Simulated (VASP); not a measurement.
Here is a VASP 6.6.1 calculation.

File INCAR:

```
  ALGO = Fast
  EDIFF = 1E-7
  ENCUT = 520
  GGA = PS
  ISIF = 2
  ISMEAR = 0
  LASPH = T
  LCHARG = F
  LREAL = F
  LWAVE = F
  NBANDS = 24
  NELM = 100
  PREC = Accurate
  SIGMA = 0.05
```

KPOINTS

```
k-points
0
Gamma
  9 9 4
```

POSCAR

```
SrO
1.0
    3.5532880902      0.0000000000      0.0000000000
   -1.7766440451      3.0772377531      0.0000000000
    0.0000000000      0.0000000000      6.2173039800
Sr O
2 2
Direct
    0.2602158110      0.5204316221      0.2138106805
    0.6666666667      0.3333333333      0.7500000000
    0.0000000000      0.0000000000      0.0000000000
    0.0000000000      0.0000000000      0.5000000000
```

Potentials or basis: VASP PAW PBE potentials, release 64 (Sr_sv, O).

Command:

```bash
$ cat potpaw_PBE.64/Sr_sv/POTCAR potpaw_PBE.64/O/POTCAR > POTCAR
$ mpirun -np 1 vasp_std > vasp.out
```

(1) Predict the band gap on the k mesh.

(2) What does it give for the largest force?

## Answers

(1) 2.66 eV, indirect (least direct gap 2.80 eV).

(2) 4.586 eV/Å.

Caveat: the PAW data sets were made with another functional, which shifts forces and pressure a little; an odd mesh through Γ misses points on the zone boundary, where band edges often lie.
